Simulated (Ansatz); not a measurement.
**CsPbBr3 under changes of volume**

One of the cells (40.452 Å³/atom); the others are scaled copies at fixed shape and fractional positions:

```
Pb Cs Br
1.0
     5.87000    0.00000    0.00000
     0.00000    5.87000    0.00000
     0.00000    0.00000    5.87000
Pb Cs Br
1 1 3
Direct
  0.50000 0.50000 0.50000
  0.00000 0.00000 0.00000
  0.50000 0.50000 0.00000
  0.50000 0.00000 0.50000
  0.00000 0.50000 0.50000
```

Measurements of this composition are mostly on another form, of space group No. 62.

| Property | Result |
| --- | --- |
| Program | Ansatz 0.2.0 |
| Functional | PBEsol |
| Potentials or basis | all-electron LAPW, scalar-relativistic |
| Cutoff | 205 eV (chosen from the basis error) |
| Basis error allowed | 0.001 eV/atom |
| k mesh | 5 × 5 × 5 |
| Occupations | fermi-dirac, width 0.05 eV |
| Spin | no spin polarisation |

```tsv
volume (Å³/atom)	energy over the lowest point (meV/atom)	pressure (GPa)	gap on the mesh (eV)
38.025	10.31	1.5	2.47
38.834	4.27	0.9	2.50
39.643	0.93	0.4	2.54
40.452	0.00	0.0	2.57
41.261	?	?	?
42.070	4.34	-0.8	2.63
42.880	9.17	-1.1	2.66
```

Q: What does the run at 41.261 Å³/atom give?

A: Energy over the lowest point 1.21 meV/atom; pressure -0.4 GPa; gap on the mesh 2.60 eV.

Worked out: A Birch-Murnaghan fit of order 3 (a polynomial in V^(-2/3)) to the other rows has its minimum at 40.38 Å³/atom with B0 = V·E''(V) = 21 GPa and B' = 4.8. It gives 1.21 meV/atom at 41.261 Å³/atom, against the run's 1.21, and -dE/dV = -0.4 GPa, against -0.4. A straight line through the other rows of the gap, of slope 1.59 eV per unit of ln V (its deformation potential), gives 2.60 eV, against the run's 2.60.

Energies are extrapolated to zero smearing.

Caveats: spin-orbit coupling is left out, which as a rule narrows the gap of such compounds by several tenths of an eV; an odd mesh through Γ misses points on the zone boundary, where band edges often lie.
